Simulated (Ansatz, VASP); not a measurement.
One calculation of Be, two programs

INCAR

```
SYSTEM = Be
ALGO = Normal
EDIFF = 1E-6
ENCUT = 520
GGA = PE
ISIF = 2
ISMEAR = -1
LASPH = .TRUE.
LCHARG = .FALSE.
LREAL = .FALSE.
LWAVE = .FALSE.
NBANDS = 7
NELM = 100
PREC = Accurate
SIGMA = 0.1
```

The input KPOINTS:

```
k-points
0
G
  20 20 20
  0 0 0
```

POSCAR

```
Be
1.0
   -1.2832374429      1.2832374429      1.2832374429
    1.2832374429     -1.2832374429      1.2832374429
    1.2832374429      1.2832374429     -1.2832374429
Be
1
Direct
    0.0000000000      0.0000000000      0.0000000000
```

Input for Ansatz:

```yaml
crystal:
  lattice:
    - [-1.2832374429, 1.2832374429, 1.2832374429]
    - [1.2832374429, -1.2832374429, 1.2832374429]
    - [1.2832374429, 1.2832374429, -1.2832374429]
  atoms:
    - { symbol: Be, position: [0.0, 0.0, 0.0] }
hamiltonian:
  xc: pbe
  pseudopotentials:
    kind: paw
    azcp:
      Be: "pseudopotentials/Be.paw.azcp"
basis:
  ecutwfc: 420
  fft_grid_basis: typed
kpoints:
  mp_grid: { grid: [20, 20, 20], shift: [0, 0, 0] }
magnetization:
  spin_polarized: false
scf:
  occupations: { method: fermi_dirac, width: 0.1 }
  lower_state_search: "off"
output:
  stress: true
```

Alike in both runs: task single point; functional PBE; k mesh 20 × 20 × 20; occupations fermi-dirac, width 0.1 eV; no spin polarisation.

|  | VASP | Ansatz |
| --- | --- | --- |
| version | VASP 6.6.1 | Ansatz 0.2.0 |
| potentials or method | VASP PAW PBE potentials, release 64 (Be) | plane waves (420 eV) with PAW, scalar-relativistic |
| plane-wave cutoff (eV) | 520 | 420 |
| valence electrons in the cell | 2 | 2 |

```csv
,VASP,Ansatz,Ansatz less VASP
pressure (GPa),-8.3,-8.4,-0.11
```
